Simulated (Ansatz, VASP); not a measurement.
One calculation of InSb, two programs

File INCAR:

```
SYSTEM = InSb
PREC = Accurate
ENCUT = 520
EDIFF = 1E-6
ISMEAR = 0
SIGMA = 0.15
LREAL = .FALSE.
LASPH = .TRUE.
NELM = 100
ALGO = Normal
ISIF = 2
LWAVE = .FALSE.
LCHARG = .FALSE.
GGA = PE
NBANDS = 16
```

KPOINTS

```
regular mesh
0
G
  12 12 12
  0 0 0
```

POSCAR

```
InSb
1.0
    0.0000000000      2.9799720000      3.3686640000
    2.9799720000      0.0000000000      3.3686640000
    2.9799720000      2.9799720000      0.0000000000
In Sb
1 1
Direct
    0.0000000000      0.0000000000      0.0000000000
    0.7500000000      0.7500000000      0.7500000000
```

Input for Ansatz:

```yaml
crystal:
  lattice:
    - [0.0, 2.979972, 3.368664]
    - [2.979972, 0.0, 3.368664]
    - [2.979972, 2.979972, 0.0]
  atoms:
    - { symbol: In, position: [0.0, 0.0, 0.0] }
    - { symbol: Sb, position: [0.75, 0.75, 0.75] }
basis:
  ecutwfc: 420
kpoints:
  mp_grid: { grid: [12, 12, 12] }
hamiltonian:
  xc: pbe
scf:
  occupations: { method: gaussian, width: 0.15 }
output:
  forces: true
  stress: true
  eigenvalues: true
  write_density: true
  write_potential: true
  elf: true
  volumetric_format: npy
```

Change from the starting cell: strain -0.080 along x and y, +0.040 along z, atoms carried along.

Alike in both runs: task single point; functional PBE; k mesh 12 × 12 × 12; occupations gaussian, width 0.15 eV; no spin polarisation.

|  | VASP | Ansatz |
| --- | --- | --- |
| version | VASP 6.6.1 | Ansatz 0.2.0 |
| potentials or method | VASP PAW PBE potentials, release 64 (In_d, Sb) | scalar-relativistic, plane waves, PAW |
| plane-wave cutoff (eV) | 520 | 420 |
| valence electrons in the cell | 18 | 28 |

|  | VASP | Ansatz | Ansatz less VASP |
| --- | --- | --- | --- |
| gap on the k mesh at the Fermi level (eV) | 0.19 | 0.19 | -0.007 |
| least direct gap on the mesh (eV) | 0.19 | 0.19 | -0.007 |
| pressure (GPa) | 11.4 | 11.5 | +0.03 |
| largest component of the traceless stress (GPa) | 2.46 | 2.46 | -0.010 |

The two sets of potentials don't hold the same shells in valence.

Caveats: spin-orbit coupling is left out, which moves the levels of the heavy elements.
